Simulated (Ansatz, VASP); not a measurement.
## One calculation of TiAl3, two programs

```
CELL_PARAMETERS angstrom
3.95567 0.00000 0.00000
0.00000 3.95567 0.00000
0.00000 0.00000 3.95567
ATOMIC_POSITIONS crystal
Ti 0.00000 0.00000 0.00000
Al 0.50000 0.50000 0.00000
Al 0.50000 0.00000 0.50000
Al 0.00000 0.50000 0.50000
```

Alike in both runs: functional r2SCAN; k mesh 10 × 10 × 10; occupations gaussian, width 0.1 eV; no spin polarisation.

Ansatz relaxed the structure, and its values are those at the end. VASP's run is a single point on that final structure, the one shown.

```csv
,VASP,Ansatz
version,VASP 6.6.1,Ansatz 0.2.0
potentials or method,"VASP PAW PBE potentials, release 64 (Ti_sv, Al)","scalar-relativistic, plane waves, PAW"
plane-wave cutoff (eV),520,500
valence electrons in the cell,21,21
```

VASP gave:

- gap on the k mesh at the Fermi level (eV): none
- pressure (GPa): -0.1

Task: What did Ansatz give for the same quantities?

Result: gap on the k mesh at the Fermi level (eV): none; pressure (GPa): 0.0.

A gap of «none» marks a metal or a gap that the smearing closes.

Caveats: the PAW data sets were made with another functional, which shifts forces and pressure a little (VASP).
